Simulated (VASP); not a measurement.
**GaN in VASP 6.6.1, single-point calculation**

INCAR

```
LREAL = .FALSE.
IBRION = -1
ENCUT = 520
ISIF = 2
LCHARG = .FALSE.
LASPH = .FALSE.
NELM = 69
NSW = 0
LWAVE = .FALSE.
SIGMA = 0.02
EDIFF = 1E-7
ALGO = Conjugate
ISMEAR = -1
GGA = PE
AMIX = 0.2
IMIX = 1
NBANDS = 16
PREC = Accurate
```

KPOINTS

```
KPOINTS created by Atomic Simulation Environment
0
Gamma
10 10 10
0 0 0
```

POSCAR

```
Ga N
 1.0000000000000000
     0.0000000000000000    2.2489525411000000    2.1814839649000000
     2.2489525411000000    0.0000000000000000    2.1814839649000000
     2.2489525411000000    2.2489525411000000    0.0000000000000000
 Ga  N
   1   1
Cartesian
  0.0000000000000000  0.0000000000000000  0.0000000000000000
  1.1244762705499998  1.1244762705499998  1.0907419824500000
```

The recommended PBE PAW datasets give the neutral cell 18 valence electrons.

Command

```
mpirun -np 1 vasp_std
```

Problem. Predict the outcome of this run.

Solution. It converged. Results: gap between bands v and c on the k mesh 1.87 eV; least direct gap on the k mesh 1.87 eV; pressure 12.5 GPa. Band v is the last that the valence electrons fill when counted band by band, and c is the next.

OSZICAR

```
N       E                     dE             d eps       ncg     rms           ort
DAV:   1     0.824865958004E+02    0.82487E+02   -0.99248E+03  1632   0.234E+03
DAV:   2    -0.845460172959E+01   -0.90941E+02   -0.85032E+02  1632   0.332E+02
DAV:   3    -0.140932807651E+02   -0.56387E+01   -0.56192E+01  1632   0.705E+01
DAV:   4    -0.141539147053E+02   -0.60634E-01   -0.60628E-01  1632   0.781E+00
DAV:   5    -0.141547279474E+02   -0.81324E-03   -0.81324E-03  1632   0.823E-01
SDA:   6    -0.832626970140E+01    0.58285E+01   -0.81324E-03  1632   0.147E+02   0.000E+00
CGA:   7    -0.116829923013E+02   -0.33567E+01   -0.33523E+01  1632   0.103E+01   0.146E+00
CGA:   8    -0.119792638251E+02   -0.29627E+00   -0.29766E+00  1632   0.390E+00  -0.142E-01
CGA:   9    -0.120679407661E+02   -0.88677E-01   -0.88765E-01  1632   0.684E-01  -0.275E-02
CGA:  10    -0.120858105457E+02   -0.17870E-01   -0.17866E-01  1632   0.117E-01   0.336E-04
CGA:  11    -0.120891062818E+02   -0.32957E-02   -0.32959E-02  1632   0.248E-02  -0.177E-05
CGA:  12    -0.120896238106E+02   -0.51753E-03   -0.51758E-03  1632   0.337E-03   0.306E-05
CGA:  13    -0.120897416376E+02   -0.11783E-03   -0.11809E-03  1632   0.956E-04  -0.207E-05
CGA:  14    -0.120897619779E+02   -0.20340E-04   -0.20334E-04  1632   0.145E-04  -0.303E-06
CGA:  15    -0.120897667103E+02   -0.47324E-05   -0.46683E-05  1632   0.425E-05   0.716E-06
CGA:  16    -0.120897677704E+02   -0.10601E-05   -0.10612E-05  1632   0.797E-06   0.249E-06
CGA:  17    -0.120897680493E+02   -0.27894E-06   -0.27880E-06  1632   0.283E-06   0.145E-08
CGA:  18    -0.120897681203E+02   -0.71018E-07   -0.71016E-07  1632   0.569E-07   0.116E-07
   1 F= -.12089768E+02 E0= -.12089768E+02  d E =-.320984E-10
```

Standard output (part)

```
POSCAR found type information on POSCAR GaN
 POSCAR found :  2 types and       2 ions
 LDA part: xc-table for (Slater+PW92), standard interpolation
 POSCAR, INCAR and KPOINTS ok, starting setup
 WAVECAR not read
 entering main loop
 gam= 0.000 g(H,U,f)=  0.647E+01 0.826E+01 0.150E-09 ort(H,U,f) = 0.000E+00 0.000E+00 0.000E+00
 gam= 0.000 trial= 0.400  step=  0.4552 mean=  0.4000
 gam= 0.070 g(H,U,f)=  0.714E+00 0.314E+00 0.207E-10 ort(H,U,f) =-0.148E+01 0.163E+01 0.966E-10
 gam= 0.070 trial= 0.406  step=  0.5730 mean=  0.4055
 gam= 0.379 g(H,U,f)=  0.354E+00 0.358E-01 0.675E-12 ort(H,U,f) =-0.146E+00 0.131E+00 0.389E-11
 gam= 0.379 trial= 0.422  step=  0.4614 mean=  0.4223
 gam= 0.175 g(H,U,f)=  0.671E-01 0.132E-02 0.371E-15 ort(H,U,f) =-0.161E-01 0.134E-01-0.112E-14
 gam= 0.175 trial= 0.426  step=  0.5262 mean=  0.4262
 gam= 0.171 g(H,U,f)=  0.115E-01 0.261E-03 0.366E-15 ort(H,U,f) = 0.378E-03-0.345E-03-0.682E-14
 gam= 0.171 trial= 0.436  step=  0.5621 mean=  0.4362
 gam= 0.211 g(H,U,f)=  0.245E-02 0.282E-04 0.631E-15 ort(H,U,f) =-0.856E-04 0.838E-04-0.101E-14
 gam= 0.211 trial= 0.449  step=  0.4178 mean=  0.4488
 gam= 0.136 g(H,U,f)=  0.333E-03 0.347E-05 0.670E-15 ort(H,U,f) =-0.788E-05 0.109E-04 0.395E-15
 gam= 0.136 trial= 0.446  step=  0.7008 mean=  0.4457
 gam= 0.284 g(H,U,f)=  0.927E-04 0.284E-05 0.277E-15 ort(H,U,f) =-0.513E-05 0.306E-05 0.429E-15
 gam= 0.284 trial= 0.471  step=  0.4281 mean=  0.4712
...
```

For comparison, a separate PBE run of the intended cell, on usual settings and not on those above, gives a gap of 1.87 eV on its mesh and a pressure of 12.6 GPa.
